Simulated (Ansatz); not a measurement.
The system is Zn.

```
Zn
1.0
     0.00000    1.96478    1.96478
     1.96478    0.00000    1.96478
     1.96478    1.96478    0.00000
Zn
1
Direct
  0.00000 0.00000 0.00000
```

This isn't the form of Zn at room conditions, which is hcp.

Base run:

| Item | Value |
| --- | --- |
| Program | Ansatz 0.2.0 |
| Functional | LDA |
| Potentials or basis | Ansatz PAW |
| Cutoff | 420 eV (not typed: the program's choice for these potentials) |
| k mesh | 12 × 12 × 12 |
| Occupations | fermi-dirac, width 0.05 eV |
| Spin | no spin polarisation |

Its results: band gap on the k mesh none (metal or under the smearing width); pressure -8.5 GPa.

Q: After a change of settings the same cell gave: band gap on the k mesh none (metal or under the smearing width); pressure 2.0 GPa. Which change was it?
A. functional from LDA to PBEsol
B. functional from LDA to r2SCAN; cutoff from 420 eV (not typed: the program's choice for these potentials) to 500 eV (not typed: the program's choice for these potentials)
C. functional from LDA to revPBE
D. functional from LDA to BLYP

A: C.

revPBE binds less tightly than LDA, so the same cell stands under more pressure.

Caveats: the PAW data sets come from PBE, with cores solved anew for the run's functional, which leaves a small shift of forces and pressure.
